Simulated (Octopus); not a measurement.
# Sb (P6_3/mmc) in Octopus: equation of state

How stiff is Sb in PBEsol, and what volume does it want? The cell is scaled to several volumes.

Everything below comes from runs of Octopus 16.4. Logs are shortened: lines on timing, memory, paths and dates and some standing lists are left out, and cuts for length are marked.

### Step 1. Starting point

It takes space group P6_3/mmc (No. 194, hexagonal). Conventional cell: a = 3.355 Å, b = 3.355 Å, c = 5.470 Å, α = 90.00°, β = 90.00°, γ = 120.00°. Around Sb (site symmetry -6m2) lie 12 Sb at 3.35 Å.

This isn't the form of Sb at room conditions, which is rhombohedral.

### Step 2. Equation of state, PBEsol, 26.65 Å³/atom

inp reads:

```
CalculationMode = gs
UnitsOutput = eV_Angstrom
PeriodicDimensions = 3
ExperimentalFeatures = yes
PseudopotentialSet = pseudodojo_pbesol
%LatticeParameters
 1*angstrom | 1*angstrom | 1*angstrom
%
%LatticeVectors
 3.3545324186 | 0 | 0
 -1.6772662093 | 2.9051102923 | 0
 0 | 0 | 5.47016065
%
%ReducedCoordinates
 "Sb" | 0.6666666667 | 0.3333333333 | 0.75
 "Sb" | 0.3333333333 | 0.6666666667 | 0.25
%
%Spacing
 0.12424194*angstrom | 0.12424194*angstrom | 0.12721304*angstrom
%
DerivativesOrder = 8
%KPointsGrid
 9 | 9 | 5
%
KPointsUseSymmetries = yes
XCFunctional = gga_x_pbe_sol + gga_c_pbe_sol
SmearingFunction = fermi_dirac
Smearing = 0.05*eV
ExtraStates = 6
Eigensolver = chebyshev_filter
ConvRelDens = 3e-7
MaximumIter = 120
```

Potentials or basis: pseudodojo_pbesol (PseudoDojo 0.4, PBEsol).

Command:

```console
> OMP_NUM_THREADS=1 octopus > out.log
```

out.log:

```text
Running octopus

[... 13 lines left out ...]

Input: [AllElectronType = no]
Input: [PseudopotentialSet = pseudodojo_pbesol]
Reading Coordinates from ReducedCoordinates block

****************************** Species *******************************
  Species 'Sb'
    type             : pseudopotential
    file             : 'Sb.upf'
    file format      : UPF2
    valence charge   : 15.0
    atomic number    :  51
    form on file     : kleinman-bylander
    lmax             : 2
    llocal           : -1
    projectors per l : 2
    total projectors : 6
    application form : kleinman-bylander
    orbitals         :  9
    bound orbitals   :  9

**********************************************************************

***************************** Symmetries *****************************
Space group No.  194
International: P6_3/mmc
Schoenflies: D6h^4
Info: The system has    12 symmorphic symmetries that can be used.
  Index                Rotation matrix                      Fractional translations
    1 :     1   0   0     0   1   0     0   0   1      0.000000    0.000000    0.000000
    2 :    -1   0   0     0  -1   0     0   0  -1      0.000000    0.000000    0.000000
    3 :     0   1   0    -1  -1   0     0   0   1      0.000000    0.000000    0.000000
    4 :     0  -1   0     1   1   0     0   0  -1      0.000000    0.000000    0.000000
    5 :    -1  -1   0     1   0   0     0   0   1      0.000000    0.000000    0.000000
    6 :     1   1   0    -1   0   0     0   0  -1      0.000000    0.000000    0.000000
    7 :    -1  -1   0     0   1   0     0   0  -1      0.000000    0.000000    0.000000
    8 :     1   1   0     0  -1   0     0   0   1      0.000000    0.000000    0.000000
    9 :     0   1   0     1   0   0     0   0  -1      0.000000    0.000000    0.000000
   10 :     0  -1   0    -1   0   0     0   0   1      0.000000    0.000000    0.000000
   11 :     1   0   0    -1  -1   0     0   0  -1      0.000000    0.000000    0.000000
   12 :    -1   0   0     1   1   0     0   0   1      0.000000    0.000000    0.000000
Info: The system also has    12 nonsymmorphic symmetries (not used for electrons).
    1 :     1   1   0    -1   0   0     0   0   1     -0.000000    0.000000   -0.500000
[... 262 lines left out ...]
      1      27      -22.260520    2.000000   ( 1.4E-03)
      1      26      -22.260516    2.000000   ( 1.5E-03)
      1      48      -22.259537    2.000000   ( 2.3E-03)
[... 23 lines left out ...]
     21      34       21.351430    0.000000   ( 1.7E-01)
     21      17       21.458824    0.000000   ( 1.7E-01)
     21      31       21.578434    0.000000   ( 1.4E-01)
     21      44       21.887737    0.000000   ( 1.8E-01)
     21      22       21.912837    0.000000   ( 2.0E-01)
     21      28       22.045677    0.000000   ( 2.5E-01)
     21      33       22.151002    0.000000   ( 2.2E-01)
     21      26       22.396125    0.000000   ( 2.0E-01)

Density of states:

%---------------------------------------------------------------------
%---------------------------------------------------------------------
%---------------------------------------------------------------------
%---------------------------------------------------------------------
%---------------------------------------------------------------------
%---------------------------------------------------------------------
%---------------------------------------------------------------------
%---------------------------------------------------------------------
%---------------------------------------------------------------------
%-------------------------------------%---------%---------------------
                                             ^

Fermi energy =     6.800145 eV

**********************************************************************

*********************** SCF CYCLE ITER #    2 ************************
 etot  = -4.93245285E+03 abs_ev   =  2.67E+00 rel_ev   =  6.17E-03
 ediff =        6.01E-03 abs_dens =  1.78E-01 rel_dens =  5.93E-03
Matrix vector products: 1250
Converged eigenvectors: 0
[... 151 lines left out ...]
*********************** SCF CYCLE ITER #   15 ************************
 etot  = -4.94020204E+03 abs_ev   =  1.31E-05 rel_ev   =  2.98E-08
 ediff =        3.61E-08 abs_dens =  4.04E-06 rel_dens =  1.35E-07
Matrix vector products: 1250
Converged eigenvectors: 459

#  State  KPoint  Eigenvalue [eV]  Occupation    Error
      1      38      -22.649399    2.000000   ( 1.9E-08)
      1      41      -22.646769    2.000000   ( 1.7E-08)
      1      40      -22.646769    2.000000   ( 2.0E-08)
      1      21      -22.642607    2.000000   ( 2.0E-08)
      1      48      -22.640787    2.000000   ( 2.2E-08)
      1      47      -22.640787    2.000000   ( 2.1E-08)
      1      39      -22.640746    2.000000   ( 2.0E-08)
      1      27      -22.640525    2.000000   ( 2.0E-08)
[... 23 lines left out ...]
     21      19       17.210373    0.000000   ( 3.9E-02)
     21       2       17.245801    0.000000   ( 1.9E-02)
     20      46       17.432793    0.000000   ( 8.4E-03)
     21       1       17.460357    0.000000   ( 2.1E-02)
     21      46       17.817486    0.000000   ( 2.8E-02)
     20      44       19.279245    0.000000   ( 3.0E-03)
     21      31       19.402884    0.000000   ( 2.9E-02)
     21      44       20.000587    0.000000   ( 1.8E-02)

Density of states:

%---------------------------------------------------------------------
%---------------------------------------------------------------------
%---------------------------------------------------------------------
%---------------------------------------------------------------------
%---------------------------------------------------------------------
%---------------------------------------------------------------------
%---------------------------------------------------------------------
%---------------------------------------------------------------------
%---------------------------------------------------------------------
%-------------------------------------------------%---------%---------
                                               ^

Fermi energy =     6.518022 eV

**********************************************************************

Info: SCF converged in   15 iterations

** Warning:
**   Some of the states are not fully converged!

Info: Number of matrix-vector products:      18750
Info: Finished writing information to 'restart/gs'.

Octopus emitted 19 warnings.
```

Run time: 8.7 min. Hardware: 1 thread of AMD EPYC 7R43 (Zen 3), shared host; peak memory 1.6 GiB.

What came out:

| Property | Result |
| --- | --- |
| Free energy | -4940.2141 eV |
| Band gap on the k mesh | none (metal or under the smearing width) |

### Step 3. Equation of state, PBEsol, 26.12 Å³/atom (volume scaled by 0.98)

inp: that of step 2 with these lines changed.

```diff
@@ -9,5 +9,5 @@
 %LatticeVectors
- 3.3545324186 | 0 | 0
- -1.6772662093 | 2.9051102923 | 0
- 0 | 0 | 5.47016065
+ 3.3320180998 | 0 | 0
+ -1.6660090499 | 2.8856123203 | 0
+ 0 | 0 | 5.4334470562
 %
@@ -18,3 +18,3 @@
 %Spacing
- 0.12424194*angstrom | 0.12424194*angstrom | 0.12721304*angstrom
+ 0.12340808*angstrom | 0.12340808*angstrom | 0.12635923*angstrom
 %
```

Potentials or basis: pseudodojo_pbesol (PseudoDojo 0.4, PBEsol).

Command:

```console
> OMP_NUM_THREADS=1 octopus > out.log
```

Wall time 7.3 min (1 thread of AMD EPYC 7R43 (Zen 3), shared host); peak memory 1.6 GiB.

It converged, with:

| Item | Value |
| --- | --- |
| Free energy | -4940.2197 eV |
| Band gap on the k mesh | none (metal or under the smearing width) |

### Step 4. Equation of state, PBEsol, 27.19 Å³/atom (volume scaled by 1.02)

inp: that of step 3 with these lines changed.

```diff
@@ -9,5 +9,5 @@
 %LatticeVectors
- 3.3320180998 | 0 | 0
- -1.6660090499 | 2.8856123203 | 0
- 0 | 0 | 5.4334470562
+ 3.3767485125 | 0 | 0
+ -1.6883742563 | 2.924349994 | 0
+ 0 | 0 | 5.5063879352
 %
@@ -18,3 +18,3 @@
 %Spacing
- 0.12340808*angstrom | 0.12340808*angstrom | 0.12635923*angstrom
+ 0.12506476*angstrom | 0.12506476*angstrom | 0.12805553*angstrom
 %
```

Command:

```console
> OMP_NUM_THREADS=1 octopus > out.log
```

Wall time 7.5 min (1 thread of AMD EPYC 7R43 (Zen 3), shared host); peak memory 1.6 GiB.

The run converged. Its results:

```yaml
Free_energy: -4940.2036 eV
Band_gap_on_the_k_mesh: none (metal or under the smearing width)
```

### Step 5. Equation of state, PBEsol, 25.59 Å³/atom (volume scaled by 0.96)

inp: that of step 4 with these lines changed.

```diff
@@ -9,5 +9,5 @@
 %LatticeVectors
- 3.3767485125 | 0 | 0
- -1.6883742563 | 2.924349994 | 0
- 0 | 0 | 5.5063879352
+ 3.3091953418 | 0 | 0
+ -1.6545976709 | 2.8658472321 | 0
+ 0 | 0 | 5.3962304974
 %
@@ -18,3 +18,3 @@
 %Spacing
- 0.12506476*angstrom | 0.12506476*angstrom | 0.12805553*angstrom
+ 0.12256279*angstrom | 0.12256279*angstrom | 0.12549373*angstrom
 %
```

Command:

```console
> OMP_NUM_THREADS=1 octopus > out.log
```

Wall time 8 min (1 thread of AMD EPYC 7R43 (Zen 3), shared host); peak memory 1.6 GiB.

The run converged. Its results:

- Free energy: -4940.2178 eV
- Band gap on the k mesh: none (metal or under the smearing width)

### Step 6. Equation of state, PBEsol, 27.72 Å³/atom (volume scaled by 1.04)

inp: that of step 5 with these lines changed.

```diff
@@ -9,5 +9,5 @@
 %LatticeVectors
- 3.3091953418 | 0 | 0
- -1.6545976709 | 2.8658472321 | 0
- 0 | 0 | 5.3962304974
+ 3.3986760653 | 0 | 0
+ -1.6993380327 | 2.9433398118 | 0
+ 0 | 0 | 5.542144703
 %
@@ -18,3 +18,3 @@
 %Spacing
- 0.12256279*angstrom | 0.12256279*angstrom | 0.12549373*angstrom
+ 0.12587689*angstrom | 0.12587689*angstrom | 0.12888709*angstrom
 %
```

Potentials or basis: pseudodojo_pbesol (PseudoDojo 0.4, PBEsol).

Command:

```console
> OMP_NUM_THREADS=1 octopus > out.log
```

Run time: 7.7 min. Hardware: 1 thread of AMD EPYC 7R43 (Zen 3), shared host; peak memory 1.6 GiB.

It converged, with:

| Item | Value |
| --- | --- |
| Free energy | -4940.1888 eV |
| Band gap on the k mesh | none (metal or under the smearing width) |

### Step 7. Equation of state, PBEsol, 25.05 Å³/atom (volume scaled by 0.94)

inp: that of step 6 with these lines changed.

```diff
@@ -9,5 +9,5 @@
 %LatticeVectors
- 3.3986760653 | 0 | 0
- -1.6993380327 | 2.9433398118 | 0
- 0 | 0 | 5.542144703
+ 3.2860533585 | 0 | 0
+ -1.6430266792 | 2.8458056866 | 0
+ 0 | 0 | 5.3584933852
 %
@@ -18,3 +18,3 @@
 %Spacing
- 0.12587689*angstrom | 0.12587689*angstrom | 0.12888709*angstrom
+ 0.12170568*angstrom | 0.12170568*angstrom | 0.12461613*angstrom
 %
```

Command:

```console
> OMP_NUM_THREADS=1 octopus > out.log
```

Wall time 8.1 min (1 thread of AMD EPYC 7R43 (Zen 3), shared host); peak memory 1.6 GiB.

Results (log left out):

```
Free energy            : -4940.2085 eV
Band gap on the k mesh : none (metal or under the smearing width)
```

### Step 8. Equation of state, PBEsol

This step only gathers the single runs of the series.

Results:

- Equilibrium volume: 25.95 Å³/atom (rough: see the caveat)
- Bulk modulus at fixed shape and positions: 52 GPa (rough)

Energy against volume, from the lowest point:
```csv
volume (Å³/atom),energy (meV/atom)
25.055,5.60
25.588,0.91
26.121,0.00
26.654,2.78
27.187,8.04
27.720,15.42
```

Caveat: the fit is doubtful: noisy points or a state that changes with volume; the number of grid points is fixed, so the spacing changes with the cell, which shifts volumes and moduli; the cell was scaled at fixed shape and fractional positions, which overstates the stiffness of a crystal with free parameters, most of all of layers and chains.
